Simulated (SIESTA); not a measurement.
Crystal: C.

```xyz
2
Lattice="0.0000 1.7834 1.7834 1.7834 0.0000 1.7834 1.7834 1.7834 0.0000" Properties=species:S:1:pos:R:3 pbc="T T T"
C     2.6751    2.6751    2.6751
C     1.7834    1.7834    1.7834
```

This isn't the form of C at room conditions, which is graphite.

Base run:

- Program: SIESTA 5.4.2
- Functional: PBE
- Potentials or basis: PseudoDojo 0.4 standard (PBE files)
- Basis: DZP (energy shift 0.002 Ry)
- Grid cutoff: 500 Ry
- Energy shift: 0.002 Ry
- k mesh: 13 × 13 × 13
- Occupations: fermi-dirac, width 0.05 eV
- Spin: no spin polarisation

Its results: band gap on the k mesh 4.29 eV, indirect (least direct gap 5.69 eV); pressure 10.2 GPa.

Q: After a change of settings the same cell gave: band gap on the k mesh 4.47 eV, indirect (least direct gap 5.77 eV); pressure 19.2 GPa. Which change was it?
A. functional from PBE to PW86PBE
B. potentials or basis from PseudoDojo 0.4 standard (PBE files) to Ansatz (PBE files)
C. basis from DZP (energy shift 0.002 Ry) to DZ (energy shift 0.002 Ry)

A: A.

Caveats: the basis of atomic orbitals isn't converged, which shifts pressures, moduli and gaps; an odd mesh through Γ misses points on the zone boundary, where band edges often lie (some runs); so large a pressure means that the cell lies far from this level's equilibrium, or that cutoff or potentials fall short (some runs); the potentials were made for another functional, which shifts forces and pressure (some runs).
